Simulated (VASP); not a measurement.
A run of VASP 6.6.1 is set up as follows.

POSCAR

```
CdTe
1.0
    0.0000000000      3.2050000000      3.2050000000
    3.2050000000      0.0000000000      3.2050000000
    3.2050000000      3.2050000000      0.0000000000
Te Cd
1 1
Direct
    0.7500000000      0.7500000000      0.7500000000
    0.0000000000      0.0000000000      0.0000000000
```

The input INCAR.step1:

```
PREC = Accurate ; ENCUT = 520
EDIFF = 1E-6 ; ISMEAR = 0
SIGMA = 0.02 ; LREAL = F
LASPH = T ; NELM = 80
ALGO = Normal ; ISIF = 2
LWAVE = T ; LCHARG = T
GGA = PE
```

The input INCAR.step2:

```
PREC = Accurate ; ENCUT = 520
EDIFF = 1E-6 ; ISMEAR = 0
SIGMA = 0.02 ; LREAL = F
LASPH = T ; NELM = 80
ALGO = Normal ; ISIF = 2
LWAVE = F ; LCHARG = F
GGA = PE ; ISTART = 1
ICHARG = 11 ; ISYM = -1
NUM_WANN = 9 ; LSCDM = T
```

File KPOINTS:

```
regular mesh
0
Gamma
  4 4 4
```

Contents of KPOINTS_OPT:

```
path GXWKGLUWLK,UX
12
line-mode
reciprocal
 0.0000000000  0.0000000000  0.0000000000  G
 0.5000000000  0.0000000000  0.5000000000  X

 0.5000000000  0.0000000000  0.5000000000  X
 0.5000000000  0.2500000000  0.7500000000  W

 0.5000000000  0.2500000000  0.7500000000  W
 0.3750000000  0.3750000000  0.7500000000  K

 0.3750000000  0.3750000000  0.7500000000  K
 0.0000000000  0.0000000000  0.0000000000  G

 0.0000000000  0.0000000000  0.0000000000  G
 0.5000000000  0.5000000000  0.5000000000  L

 0.5000000000  0.5000000000  0.5000000000  L
 0.6250000000  0.2500000000  0.6250000000  U

 0.6250000000  0.2500000000  0.6250000000  U
 0.5000000000  0.2500000000  0.7500000000  W

 0.5000000000  0.2500000000  0.7500000000  W
 0.5000000000  0.5000000000  0.5000000000  L

 0.5000000000  0.5000000000  0.5000000000  L
 0.3750000000  0.3750000000  0.7500000000  K

 0.6250000000  0.2500000000  0.6250000000  U
 0.5000000000  0.0000000000  0.5000000000  X
```

Contents of KPOINTS_WAN:

```
path GXWKGLUWLK,UX
12
line-mode
reciprocal
 0.0000000000  0.0000000000  0.0000000000  G
 0.5000000000  0.0000000000  0.5000000000  X

 0.5000000000  0.0000000000  0.5000000000  X
 0.5000000000  0.2500000000  0.7500000000  W

 0.5000000000  0.2500000000  0.7500000000  W
 0.3750000000  0.3750000000  0.7500000000  K

 0.3750000000  0.3750000000  0.7500000000  K
 0.0000000000  0.0000000000  0.0000000000  G

 0.0000000000  0.0000000000  0.0000000000  G
 0.5000000000  0.5000000000  0.5000000000  L

 0.5000000000  0.5000000000  0.5000000000  L
 0.6250000000  0.2500000000  0.6250000000  U

 0.6250000000  0.2500000000  0.6250000000  U
 0.5000000000  0.2500000000  0.7500000000  W

 0.5000000000  0.2500000000  0.7500000000  W
 0.5000000000  0.5000000000  0.5000000000  L

 0.5000000000  0.5000000000  0.5000000000  L
 0.3750000000  0.3750000000  0.7500000000  K

 0.6250000000  0.2500000000  0.6250000000  U
 0.5000000000  0.0000000000  0.5000000000  X
```

Potentials or basis: VASP PAW PBE potentials, release 64 (Te, Cd).

The run is started by

```bash
$ cat potpaw_PBE.64/Te/POTCAR potpaw_PBE.64/Cd/POTCAR > POTCAR
$ cp INCAR.step1 INCAR
$ mpirun -np 1 vasp_std > vasp.out
$ cp INCAR.step2 INCAR
$ mpirun -np 1 vasp_std > vasp.out
```

(1) Estimate the RMS miss of the Wannier bands.

(2) What does it give for the band gap on the k mesh?

Answers

(1) 0.046 eV.

(2) 0.86 eV, direct.

Caveat: the k mesh is coarse (spacing up to 0.42 Å⁻¹), so the values aren't converged; spin-orbit coupling is left out, which moves the levels of the heavy elements.
